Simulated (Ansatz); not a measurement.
# Ti (P6_3/mmc) in Ansatz: settings compared, part 2 of 2

Ansatz 0.2.0. Earlier steps stand in the parts before.

## Step 4: Band structure, RPBE

input.yaml

```yaml
crystal:
  lattice:
    - [2.95, 0.0, 0.0]
    - [-1.475, 2.5547749412, 0.0]
    - [0.0, 0.0, 4.68]
  atoms:
    - { symbol: Ti, position: [0.6666666667, 0.3333333333, 0.75] }
    - { symbol: Ti, position: [0.3333333333, 0.6666666667, 0.25] }
hamiltonian:
  xc: rpbe
  pseudopotentials: { kind: paw }
kpoints:
  mp_grid: { grid: [6, 6, 3] }
  band_path:
    path:
      - [[0.0, 0.0, 0.0], [0.5, 0.0, 0.0], [0.3333333333, 0.3333333333, 0.0], [0.0, 0.0, 0.0], [0.0, 0.0, 0.5], [0.5, 0.0, 0.5], [0.3333333333, 0.3333333333, 0.5], [0.0, 0.0, 0.5]]
      - [[0.5, 0.0, 0.5], [0.5, 0.0, 0.0]]
      - [[0.3333333333, 0.3333333333, 0.0], [0.3333333333, 0.3333333333, 0.5]]
    npoints: 14
scf:
  occupations: { method: fermi_dirac, width: 0.05 }
  n_extra_bands: 6
output:
  forces: true
  stress: true
  eigenvalues: true
  fatbands: false
  write_density: true
  write_potential: true
  elf: true
  volumetric_format: npy
```

Potentials or basis: Ansatz PAW.

Started as:

```bash
$ ansatz run input.yaml --threads 2 --pin off --max-ram 5632MiB --backend cpu --events-out ev --progress --plain --runs-dir out
```

What it wrote:

```text
Warning: RAYON_NUM_THREADS=2 ignored (pool sized by the plan → 2); use --threads N
scf.n_extra_bands = 6 over 12 filled bands (N_el = 24.0): the run solves 18 bands
Engine: ansatz 0.2.0, aarch64-unknown-linux-gnu
Pseudopotentials: kind: paw
Pseudopotential: Ti, paw, valence charge 12, recommended cutoff 420 eV (normal), Ti.paw.azcp
Functional definition: RPBE
  parameter kappa = 0.804
  parameter beta = 0.06672455060314922
  exchange = rpbe_x(kappa = kappa, mu = beta*pi^2/3)
  correlation = pbe_c(beta = beta)
Crystal: 2 atoms, lattice volume = 35.271 Å³
Basis set: ecut = 420 eV, 687 PW (Γ), exchange–correlation on 40×40×64 points (8 copies of the dense FFT grid, shifted against one another)
Bands: 18, of which v1, the nominal top of the filled ones, is band 12 counted from 1 (11 counted from 0)
Symmetry: 24 space group operations
Space group: P63/mmc (ITA 194), of the structure as read, at distance tolerance 3.3e-5 Å
k-points: 14 of 108
Non-local potential: Ti, projectors of the file, l = 0: 3, l = 1: 2, l = 2: 3, l = 3: 1
PAW form: soft (Blöchl's): semilocal exchange-correlation on the pseudo side does not see the compensation charge
PAW frozen core: Ti, regenerated for the run's functional, and the local potential with it (the file was generated under x = pbe(κ = 0.804, μ = 0.2195149727645171), c = pbe(β = 0.06672455060314922))
PAW one-centre angular grid: Ti, 590 points (default); XC on 64 Gauss nodes
Initial density: superposition of atomic densities (neutral atoms: chi_scale 0, normalization atom), corrected by the library's trained network
Initial wavefunctions: pseudopotential atomic-orbital guess
Functional: x = rpbe, c = pbe(β = 0.06672455060314922)
SCF iter   1: F=—  HF=-5008.061547 eV  |F-HF|=—  |Δ(HF+E_count)|=         —  Δρ=5.35e-3  dr2=5.65e-3  ethr=1.77e-3  ⟨swp⟩=4.3  Hψ=1067  notcnv=0
preconditioner: auto → none  [metal: Δε(μ)=0.098 eV  Ē_g=3.399 eV  σ=0.050 eV  W_gap=0.45  n_scr=8 (ndim 8)  ℏωp=17.7 eV  f_vac=0.000  D(μ)=3.47/eV (n_scr^D=36)  sad-step TF]
SCF iter   2: F=—  HF=-5008.061362 eV  |F-HF|=—  |Δ(HF+E_count)|=   1.85e-4  Δρ=2.85e-3  dr2=1.89e-3  ethr=2.35e-5  ⟨swp⟩=1.0  Hψ=364  notcnv=0
SCF iter   3: F=—  HF=-5008.061803 eV  |F-HF|=—  |Δ(HF+E_count)|=   4.41e-4  Δρ=4.22e-4  dr2=3.36e-5  ethr=7.89e-6  ⟨swp⟩=2.4  Hψ=348  notcnv=0
SCF iter   4: F=—  HF=-5008.061844 eV  |F-HF|=—  |Δ(HF+E_count)|=   4.09e-5  Δρ=1.41e-4  dr2=6.63e-6  ethr=1.40e-7  ⟨swp⟩=2.4  Hψ=425  notcnv=0
iter 5 did not close the SCF: its close was put off for the readings that it lacked (scf_convergence_deferred on its scf_iter line)
SCF iter   5: F=-5008.061843 eV  HF=-5008.061843 eV  |F-HF|=1.33e-8  |Δ(HF+E_count)|=   1.78e-6  Δρ=1.71e-5  dr2=7.66e-8  ethr=2.76e-8  ⟨swp⟩=2.7  Hψ=447  notcnv=0
SCF iter   6: F=-5008.061843 eV  HF=-5008.061843 eV  |F-HF|=1.49e-10  |Δ(HF+E_count)|=   9.47e-9  Δρ=1.16e-6  dr2=1.55e-10  ethr=3.19e-10  ⟨swp⟩=4.4  Hψ=1152  notcnv=0
SCF 1 converged in 6 iterations: F = -5008.061843 eV  dr2 = 1.55e-10
NSCF: frozen V_eff on 129 k-points
SCF converged after 6 iterations
Free energy (F): -5008.061843 eV
Harris-Foulkes:  -5008.061843 eV  (|F-HF|=1.49e-10)
Internal energy: -5008.033827 eV  (E = F + TS)
E sigma→0 (E₀):  -5008.047835 eV
Entropy (-TS):   -0.028016 eV (-14.008 meV/atom)
Fermi energy:    13.298518 eV
--- Per-component energies (eV) ---
  E_band       = -320.009634
  E_kinetic    = 544.041403
  E_local      = -1639.762244  (includes V_loc(G=0)·N_el)
  E_nonlocal   = 13.810182
  E_hartree    = 672.988864
  E_xc         = -195.161215
  E_vxc        = -243.590589  (∫ρ·V_xc dr)
  E_paw        = -2103.367674  (= ΣΔE_a)
  E_vpaw       = -340.486155  (= ΣTr[D̂ρ^β])
  E_aug_tail   = 0.000261  (compensation charges beyond the density's cutoff)
  E_ewald      = -2300.478866
  E_core_change = -0.104540  (= ΣΔE_core)
  E_smearing   = -0.028016  (= −TS)
  E_closure    = 0.000000  (closes the sum)
  Σ components = -5008.061843   (vs F -5008.061843, Δ=0.00e0)
--- Forces (eV/Å), atoms counted from 1 ---
  atom   1  Ti     0.00000000    -0.00000000     0.00000000
  atom   2  Ti    -0.00000000    -0.00000000    -0.00000000
  max |Σ_I F_I| component: 5.55e-17 eV/Å
--- Stress (GPa, compression-positive) ---
        2.106104      -0.000000       0.000000
       -0.000000       2.106104       0.000000
        0.000000       0.000000       2.040072
  P = ⅓ Tr σ = 2.0841 GPa (20.841 kbar)
--- Band table (eV; the first three rows and the last of 14) ---
  k-point 0: bands = ["-43.7424", "-43.6153", "-20.2572", "-19.6469", "-19.6469", "-19.5886", "-19.5519", "-19.5519", "7.0923", "10.6042", "13.9295", "14.0283", "14.0283", "14.1246", "14.5131", "14.5131", "14.8708", "14.8708"]
  k-point 1: bands = ["-43.7109", "-43.6473", "-20.0949", "-19.7609", "-19.6232", "-19.6232", "-19.5757", "-19.5757", "7.9721", "9.8881", "13.2251", "13.6791", "13.8638", "13.8638", "14.1481", "14.1481", "15.5697", "15.5697"]
  k-point 2: bands = ["-43.7182", "-43.6061", "-20.2017", "-19.7575", "-19.6828", "-19.6650", "-19.6131", "-19.5673", "7.8352", "11.1421", "12.9426", "13.2523", "14.1578", "14.5163", "14.5393", "14.5498", "14.7243", "14.9724"]
  k-point 13: bands = ["-43.6034", "-43.6034", "-20.0529", "-20.0529", "-19.9573", "-19.8497", "-19.7040", "-19.7040", "11.8771", "12.0441", "12.0979", "12.0979", "13.1466", "13.1466", "14.7035", "15.4302", "16.3385", "16.3385"]
```

bands.tsv:

```text
# k_distance	band_0	band_1	band_2	band_3	band_4	band_5	band_6	band_7	band_8	band_9	band_10	band_11	band_12	band_13	band_14	band_15	band_16	band_17
# fermi_ev = 13.298518
[... 145 lines left out ...]
8.589171	-56.901880	-56.901880	-33.366471	-33.366471	-33.237658	-33.166580	-32.986934	-32.986934	-1.356372	-1.247466	-1.142878	-1.142878	-0.226162	-0.226162	1.445220	1.913987	3.048979	3.048979
8.637120	-56.901875	-56.901875	-33.372474	-33.372474	-33.226124	-33.178234	-32.980700	-32.980700	-1.322759	-1.249826	-1.115864	-1.115864	-0.259870	-0.259870	1.486183	1.799075	3.052168	3.052168
8.685068	-56.901872	-56.901872	-33.376100	-33.376100	-33.214262	-33.190163	-32.976921	-32.976921	-1.294734	-1.258179	-1.098085	-1.098085	-0.281711	-0.281711	1.541525	1.698089	3.053979	3.053979
8.733017	-56.901871	-56.901871	-33.377319	-33.377319	-33.202229	-33.202229	-32.975662	-32.975662	-1.273103	-1.273103	-1.091865	-1.091865	-0.289311	-0.289311	1.612067	1.612067	3.054523	3.054523
```

rho_z.tsv:

```text
# z_ang	rho[e/angstrom^3]
# format = ansatz-planar-average/11
# lattice	2.950000000	0.000000000	0.000000000
# lattice	-1.475000000	2.554774941	0.000000000
# lattice	0.000000000	0.000000000	4.680000000
# sites	2
# site	22	1.475000000	0.851591647	3.510000000
# site	22	0.000000000	1.703183294	1.170000000
0.000000	1.898733e-1
0.146250	1.973497e-1
0.292500	2.265013e-1
0.438750	3.109341e-1
0.585000	5.026159e-1
0.731250	8.084053e-1
[... 24 lines left out ...]
4.387500	2.265013e-1
4.533750	1.973497e-1
```

Run time: 1.1 s. Hardware: 2 threads of Arm Neoverse V1, shared host; peak memory 0.3 GiB.

Results:

* Free energy: -5008.0618 eV
* Pressure: 2.1 GPa
* Band gap on the k mesh: none (metal or under the smearing width)

Levels at the corners of the path, in eV from the Fermi level:
```
point  band 8  band 9  band 10  band 11  band 12  band 13  band 14  band 15  band 16  band 17
    Γ  -32.85   -6.21    -2.69     0.63     0.73     0.73     0.83     1.21     1.21     1.57
    M  -32.92   -2.37    -2.16    -1.86    -0.71     0.45     0.57     1.11     3.24     3.46
    K  -33.09   -1.69    -1.43    -1.43    -1.34     0.18     0.18     1.43     2.95     2.95
    Γ  -32.85   -6.21    -2.69     0.63     0.73     0.73     0.83     1.21     1.21     1.57
    A  -32.90   -4.38    -4.38     0.03     0.03     0.64     0.64     0.64     0.64     2.71
    L  -33.00   -2.54    -2.54    -0.85    -0.85     1.22     1.22     1.67     1.67     3.38
    H  -32.98   -1.27    -1.27    -1.09    -1.09    -0.29    -0.29     1.61     1.61     3.05
    A  -32.90   -4.38    -4.38     0.03     0.03     0.64     0.64     0.64     0.64     2.71
    L  -33.00   -2.54    -2.54    -0.85    -0.85     1.22     1.22     1.67     1.67     3.38
    M  -32.92   -2.37    -2.16    -1.86    -0.71     0.45     0.57     1.11     3.24     3.46
    K  -33.09   -1.69    -1.43    -1.43    -1.34     0.18     0.18     1.43     2.95     2.95
    H  -32.98   -1.27    -1.27    -1.09    -1.09    -0.29    -0.29     1.61     1.61     3.05
```

Caveat: the k mesh is coarse (spacing up to 0.45 Å⁻¹), so the values aren't converged; the PAW data sets come from PBE, with cores solved anew for the run's functional, which leaves a small shift of forces and pressure.

## Step 5: Band structure, revPBE

Changes to input.yaml since step 4:

```diff
@@ -9,3 +9,3 @@
 hamiltonian:
-  xc: rpbe
+  xc: revpbe
   pseudopotentials: { kind: paw }
@@ -26,3 +26,3 @@
   eigenvalues: true
-  fatbands: false
+  fatbands: true
   write_density: true
```

Started as:

```bash
$ ansatz run input.yaml --threads 2 --pin off --max-ram 5632MiB --backend cpu --events-out ev --progress --plain --runs-dir out
```

Run time: 1.5 s. Hardware: 2 threads of Arm Neoverse V1, shared host; peak memory 0.3 GiB.

The run converged. Its results:

- Free energy: -5005.5623 eV
- Pressure: 1.2 GPa
- Band gap on the k mesh: none (metal or under the smearing width)

Stress tensor (GPa, compression positive):
```
1.27 0.00 0.00
0.00 1.27 0.00
0.00 0.00 1.19
```

Levels at the corners of the path, in eV from the Fermi level:
```
point  band 9  band 10  band 11  band 12  band 13  band 14  band 15  band 16
    Γ   -6.20    -2.69     0.64     0.73     0.73     0.83     1.21     1.21
    M   -2.37    -2.16    -1.85    -0.70     0.45     0.57     1.11     3.24
    K   -1.68    -1.43    -1.43    -1.33     0.18     0.18     1.43     2.96
    Γ   -6.20    -2.69     0.64     0.73     0.73     0.83     1.21     1.21
    A   -4.37    -4.37     0.03     0.03     0.64     0.64     0.64     0.64
    L   -2.54    -2.54    -0.85    -0.85     1.23     1.23     1.67     1.67
    H   -1.27    -1.27    -1.09    -1.09    -0.28    -0.28     1.61     1.61
    A   -4.37    -4.37     0.03     0.03     0.64     0.64     0.64     0.64
    L   -2.54    -2.54    -0.85    -0.85     1.23     1.23     1.67     1.67
    M   -2.37    -2.16    -1.85    -0.70     0.45     0.57     1.11     3.24
    K   -1.68    -1.43    -1.43    -1.33     0.18     0.18     1.43     2.96
    H   -1.27    -1.27    -1.09    -1.09    -0.28    -0.28     1.61     1.61
```

Caveat: the k mesh is coarse (spacing up to 0.45 Å⁻¹), so the values aren't converged; the PAW data sets come from PBE, with cores solved anew for the run's functional, which leaves a small shift of forces and pressure.

## Step 6: The runs side by side

| level | gap on the mesh (eV) | pressure (GPa) |
| --- | --- | --- |
| PBE | none | -1.0 |
| PBEsol | none | -5.2 |
| RPBE | none | 2.1 |
| revPBE | none | 1.2 |

Alike in all rows: task band structure; potentials or basis Ansatz PAW; no spin polarisation; cell as given; k mesh 6 × 6 × 3; cutoff (eV) 420; smearing fermi-dirac 0.05 eV; the mesh is coarse, so values aren't converged.

Caveats: all runs use coarse meshes; the PAW data sets come from PBE, with cores solved anew for the run's functional, which leaves a small shift of forces and pressure (some runs).

Total energies depend on the potentials used, so only differences within one code and one set of settings carry meaning.
